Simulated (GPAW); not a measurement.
Runs of GPAW 26.7.0 on Fe. The structure is cubic, space group Im-3m (No. 229). The conventional cell has a = 2.886 Å, b = 2.886 Å, c = 2.886 Å, α = 90.00°, β = 90.00°, γ = 90.00°. Around Fe (site symmetry m-3m) lie 8 Fe at 2.50 Å. 

```tsv
cell	target pressure	gap on the mesh (eV)	pressure (GPa)	moment (μB)
relaxed to 5 GPa	5 GPa	none	4.8	2.04
relaxed	-	none	-0.2	2.07
relaxed to 2 GPa	2 GPa	none	1.9	(b)
relaxed to 10 GPa	10 GPa	none	10.0	2.01
relaxed to 30 GPa	30 GPa	none	29.9	(a)
```

Alike in all rows: task relaxation of cell and atoms; level PBEsol; potentials or basis PAW data sets generated in the run's folder for this functional, pw; spin collinear, ferromagnetic start; k mesh 13 × 13 × 13; cutoff (eV) 600; smearing fermi-dirac 0.05 eV.

**Question.** Estimate the missing entries.

**Answer.** (a) 1.97; (b) 2.06.

Caveats: each step starts from the last one's moments, so a moment once lost doesn't come back; later steps reuse the first step's grids.

A gap of «none» marks a metal or a gap under the smearing width.
